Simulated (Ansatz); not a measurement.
MoSe2:

```xyz
6
Lattice="3.2880 0.0000 0.0000 -1.6440 2.8475 0.0000 0.0000 0.0000 12.9000" Properties=species:S:1:pos:R:3 pbc="T T T"
Mo    1.6440    0.9492    9.6750
Mo    0.0000    1.8983    3.2250
Se    1.6440    0.9492    4.8375
Se    0.0000    1.8983   11.2875
Se    1.6440    0.9492    1.6125
Se    0.0000    1.8983    8.0625
```

Base run:

```yaml
Program: Ansatz 0.2.0
Functional: PBE
Potentials_or_basis: Ansatz PAW
Cutoff: "420 eV (not typed: the program's choice for these potentials)"
k_mesh: 7 × 7 × 2
Occupations: fermi-dirac, width 0.05 eV
Spin: no spin polarisation
```

Its results: band gap on the k mesh 1.03 eV, indirect (least direct gap 1.76 eV); pressure 8.0 GPa; largest force 1.102 eV/Å.

**Question.** After a change of settings the same cell gave: band gap on the k mesh 0.89 eV, indirect (least direct gap 1.50 eV); pressure 8.0 GPa; largest force 1.102 eV/Å. Which change was it?
A. k mesh from 7 × 7 × 2 to 13 × 13 × 3
B. functional from PBE to HF; k mesh from 7 × 7 × 2 to 5 × 5 × 2
C. functional from PBE to PBEsol; k mesh from 7 × 7 × 2 to 9 × 9 × 2
D. functional from PBE to rPW86-PBE; k mesh from 7 × 7 × 2 to 9 × 9 × 2

**Answer.** A.

Caveats: odd divisions of the mesh miss points on the zone boundary, where band edges often lie, so the gap on the mesh can be too wide; the cell's inner coordinates are idealised or old, which leaves forces on the atoms; this functional lacks dispersion, which binds the layers, so the pressure and a relaxed spacing across them are unreliable.
